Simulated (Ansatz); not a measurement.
Crystal: WC.

```
W C
1.0
     1.64035   -2.11804    0.00000
     1.64035    2.11804    0.00000
     0.00000    0.00000    4.30942
W C
1 1
Direct
  0.50000 0.50000 0.50000
  0.00000 0.00000 0.00000
```

The cell was built by a generator and needn't be a form met in nature.

* Program: Ansatz 0.2.0
* Task: relaxation of cell and atoms
* Functional: PBE
* Dispersion: D4
* Potentials or basis: Ansatz PAW
* Cutoff: 420 eV (not typed: the program's choice for these potentials)
* k mesh: 10 × 10 × 6
* Occupations: fermi-dirac, width 0.05 eV
* Spin: no spin polarisation

At the start: volume 14.97 Å³/atom.

Question: Where does the relaxation end?

Answer: It ends after 17 steps and the volume is 11.40 Å³/atom (-23.8 %); space group Cmmm (No. 65, to 0.05 Å).

The path:
| step | energy change (eV) | largest force (eV/Å) | volume (Å³) |
| --- | --- | --- | --- |
| 1 | 0.0000 | 0.0000 | 29.94 |
| 2 | -0.7923 | 0.0000 | 27.52 |
| 3 | -1.5476 | 0.0000 | 25.62 |
| 4 | -2.3134 | 0.0000 | 24.32 |
| 5 | -3.0127 | 0.0000 | 22.98 |
| 6 | -3.5572 | 0.0000 | 21.88 |
| 7 | -3.9252 | 0.0000 | 21.28 |
| 8 | -3.9853 | 0.0000 | 22.13 |
| 9 | -4.0567 | 0.0000 | 22.33 |
| 10 | -4.0664 | 0.0000 | 22.68 |
| 11 | -4.0678 | 0.0000 | 22.64 |
| 12 | -4.0678 | 0.0000 | 22.64 |
| 13 | -4.0812 | 0.0000 | 22.64 |
| 14 | -4.0825 | 0.0000 | 22.78 |
| 15 | -4.0825 | 0.0000 | 22.80 |
| 16 | -4.0825 | 0.0000 | 22.81 |
| 17 | -4.0828 | 0.0000 | 22.81 |

Final structure:
```
W C
1.0
     1.47228   -2.57645    0.00000
     1.47228    2.57645    0.00000
     0.00000    0.00000    3.00662
W C
1 1
Direct
  0.50000 0.50000 0.50000
  0.00000 0.00000 0.00000
```

Caveat: the volume moved by over 15 % at a fixed basis, so the end points are rough; the plane-wave basis is chosen anew once the cell has moved, so the energies of steps on either side of that aren't comparable; pairwise dispersion overbinds metals, which lowers pressure and volume.
